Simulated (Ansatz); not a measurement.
# ZnCu: the cost of one run

Computed with Ansatz 0.2.0 (DFT PBE, scalar-relativistic, plane waves, PAW, unless a step's input says otherwise).

1 further run of the same task is left out (set aside as unsound or not needed).

### 1 The structure to begin with

Symmetry: Pm-3m, No. 221, cubic system. The conventional cell has a = 2.963 Å, b = 2.963 Å, c = 2.963 Å, α = 90.00°, β = 90.00°, γ = 90.00°. Zn (site symmetry m-3m) is surrounded by 8 Cu at 2.57 Å. Cu (site symmetry m-3m) has 8 Zn at 2.57 Å as nearest neighbours.

Coordinates:

```cif
data_structure
_symmetry_space_group_name_H-M 'P 1'
_symmetry_Int_Tables_number 1
_cell_length_a 2.9632
_cell_length_b 2.9632
_cell_length_c 2.9632
_cell_angle_alpha 90.000
_cell_angle_beta 90.000
_cell_angle_gamma 90.000
_cell_volume 26.02
loop_
_atom_site_label
_atom_site_type_symbol
_atom_site_fract_x
_atom_site_fract_y
_atom_site_fract_z
_atom_site_occupancy
Zn1 Zn 0.50000 0.50000 0.50000 1
Cu1 Cu 0.00000 0.00000 0.00000 1
```

It is the result of an earlier relaxation at this level (volume 13.01 Å³/atom; gap on the mesh: none (metal)).

### 2 Static run: bands, density of states and charges

File input.yaml:

```yaml
crystal:
  lattice:
    - [2.9631826063, 0.0, 0.0]
    - [0.0, 2.9631826063, 0.0]
    - [0.0, 0.0, 2.9631826063]
  atoms:
    - { symbol: Zn, position: [0.5, 0.5, 0.5] }
    - { symbol: Cu, position: [0.0, 0.0, 0.0] }
basis:
  ecutwfc: 420
kpoints:
  mp_grid: { grid: [14, 14, 14] }
  band_path:
    path:
      - [[0.0, 0.0, 0.0], [0.0, 0.5, 0.0], [0.5, 0.5, 0.0], [0.0, 0.0, 0.0], [0.5, 0.5, 0.5], [0.0, 0.5, 0.0]]
      - [[0.5, 0.5, 0.5], [0.5, 0.5, 0.0]]
    npoints: 14
hamiltonian:
  xc: pbe
scf:
  occupations: { method: gaussian, width: 0.1 }
  n_extra_bands: 6
output:
  forces: true
  stress: true
  eigenvalues: true
  populations: true
  dos: { projected: true, de: 0.02, nscf_kmesh: { grid: [21, 21, 21] } }
  bader: true
  write_density: true
  write_potential: true
  elf: true
  volumetric_format: npy
```

On the command line:

```bash
ansatz run input.yaml --threads 1 --pin off --max-ram 2560MiB --backend cpu --events-out ev --progress --plain --runs-dir out
```

Q: Estimate wall time and peak memory on 1 thread of Intel Xeon at 2.50GHz (Skylake/Cascade Lake), shared host.

About 65 s, with a peak of 0.41 GiB.
